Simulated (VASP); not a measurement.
A run of VASP 6.6.1 is set up as follows.

INCAR

```
SYSTEM = Cs2AgBiBr6
PREC = Accurate ; ENCUT = 520
EDIFF = 1E-7 ; ISMEAR = -1
SIGMA = 0.05 ; LREAL = .False.
LASPH = .True. ; NELM = 80
ALGO = Normal ; ISIF = 2
LWAVE = .False. ; LCHARG = .False.
GGA = PS ; NBANDS = 54
KPAR = 4
```

KPOINTS

```
Automatic mesh
0
Gamma
  4 4 4
  0 0 0
```

Contents of POSCAR:

```
Cs2AgBiBr6
1.0
    0.0000000000      5.6161000000      5.6161000000
    5.6161000000      0.0000000000      5.6161000000
    5.6161000000      5.6161000000      0.0000000000
Bi Cs Ag Br
1 2 1 6
Direct
    0.0000000000      0.0000000000      0.0000000000
    0.7500000000      0.7500000000      0.7500000000
    0.2500000000      0.2500000000      0.2500000000
    0.5000000000      0.5000000000      0.5000000000
    0.7494500000      0.7494500000      0.2505500000
    0.2505500000      0.2505500000      0.7494500000
    0.7494500000      0.2505500000      0.2505500000
    0.7494500000      0.2505500000      0.7494500000
    0.2505500000      0.7494500000      0.7494500000
    0.2505500000      0.7494500000      0.2505500000
```

Potentials or basis: VASP PAW PBE potentials, release 64 (Bi_d, Cs_sv, Ag, Br).

Run with:

```console
$ cat potpaw_PBE.64/Bi_d/POTCAR potpaw_PBE.64/Cs_sv/POTCAR potpaw_PBE.64/Ag/POTCAR potpaw_PBE.64/Br/POTCAR > POTCAR
$ mpirun -np 4 vasp_std > vasp.out
```

Question: What does it give for the pressure?

Answer: 0.0 GPa.

Question: What does it give for the largest force?

Answer: 0.308 eV/Å.

Question: Estimate the band gap on the k mesh.

Answer: 1.17 eV, indirect (least direct gap 2.39 eV).

Forces on the atoms (eV/Å):
```
Bi   0.000  0.000  0.000
Cs   0.000  0.000  0.000
Cs   0.000  0.000  0.000
Ag   0.000  0.000  0.000
Br   0.000  0.000 -0.308
Br   0.000  0.000  0.308
Br   0.308  0.000  0.000
Br   0.000 -0.308  0.000
Br  -0.308  0.000  0.000
Br   0.000  0.308  0.000
```

Caveat: the PAW data sets were made with another functional, which shifts forces and pressure a little; spin-orbit coupling is left out, which as a rule narrows the gap of such compounds by several tenths of an eV. A hybrid or GW would open this gap; PBEsol tends to underestimate it.
